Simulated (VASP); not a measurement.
Here is a VASP 6.6.1 calculation.

File INCAR:

```
SYSTEM = CdTe
ALGO     = Normal         ! electronic algorithm
EDIFF    = 1E-6           ! SCF threshold, eV
EDIFFG   = -0.01          ! ionic threshold
ENCUT    = 600            ! plane-wave cutoff, eV
GGA      = PE             ! functional
IBRION   = 2              ! ionic algorithm
ISIF     = 3              ! what is computed and relaxed
ISMEAR   = 0              ! smearing method
IVDW     = 12             ! dispersion correction
LASPH    = .True.         ! aspherical terms in the spheres
LCHARG   = .False.        ! write CHGCAR
LREAL    = .False.        ! projectors in reciprocal space
LWAVE    = .False.        ! write WAVECAR
NELM     = 80             ! most SCF steps
NSW      = 90             ! ionic steps
PREC     = Accurate       ! precision mode
SIGMA    = 0.03           ! smearing width, eV
```

KPOINTS

```
k-points
0
Gamma
  8 8 8
  0 0 0
```

Contents of POSCAR:

```
CdTe
1.0
    0.0000000000      3.2050000000      3.2050000000
    3.2050000000      0.0000000000      3.2050000000
    3.2050000000      3.2050000000      0.0000000000
Cd Te
1 1
Direct
    0.0000000000      0.0000000000      0.0000000000
    0.2500000000      0.2500000000      0.2500000000
```

Potentials or basis: VASP PAW PBE potentials, release 64 (Cd, Te).

Command:

```bash
$ cat potpaw_PBE.64/Cd/POTCAR potpaw_PBE.64/Te/POTCAR > POTCAR
$ mpirun -np 1 vasp_std > vasp.out
```

Problem. What does it give for the dispersion energy per atom?

Solution. -0.334 eV.

Problem. What does it give for the relaxed volume?

Solution. 34.67 Å³/atom.

The path:
| step | energy change (eV) | largest force (eV/Å) | pressure (GPa) | volume (Å³) |
| --- | --- | --- | --- | --- |
| 1 | 0.0000 | 0.0000 | 2.34 | 65.84 |
| 2 | -0.0219 | 0.0000 | -0.64 | 70.54 |
| 3 | -0.0243 | 0.0000 | 0.01 | 69.34 |

 Zero-point motion and thermal expansion aren't in these numbers.
